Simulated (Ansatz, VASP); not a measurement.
**One calculation of GaP, two programs**

```xyz
2
Lattice="0.0000 2.6957 2.6957 2.6957 0.0000 2.6957 2.6957 2.6957 0.0000" Properties=species:S:1:pos:R:3 pbc="T T T"
Ga    0.0000    0.0000    0.0000
P     1.3478    1.3478    1.3478
```

Alike in both runs: functional LDA; k mesh 8 × 8 × 8; occupations gaussian, width 0.02 eV; no spin polarisation.

Ansatz relaxed the structure, and its values are those at the end. VASP's run is a single point on that final structure, the one shown.

```csv
,VASP,Ansatz
version,VASP 6.6.1,Ansatz 0.2.0
potentials or method,"VASP PAW LDA potentials, release 64 (Ga_d, P)","scalar-relativistic, plane waves, PAW"
plane-wave cutoff (eV),520,420
valence electrons in the cell,18,18
```

|  | VASP | Ansatz | Ansatz less VASP |
| --- | --- | --- | --- |
| gap on the k mesh at the Fermi level (eV) | 1.43 | 1.43 | +0.001 |
| least direct gap on the mesh (eV) | 1.91 | 1.88 | -0.029 |
| pressure (GPa) | 0.1 | 0.0 | -0.08 |

A k mesh can miss the band edges. As with any semilocal functional, this LDA gap is likely too small.
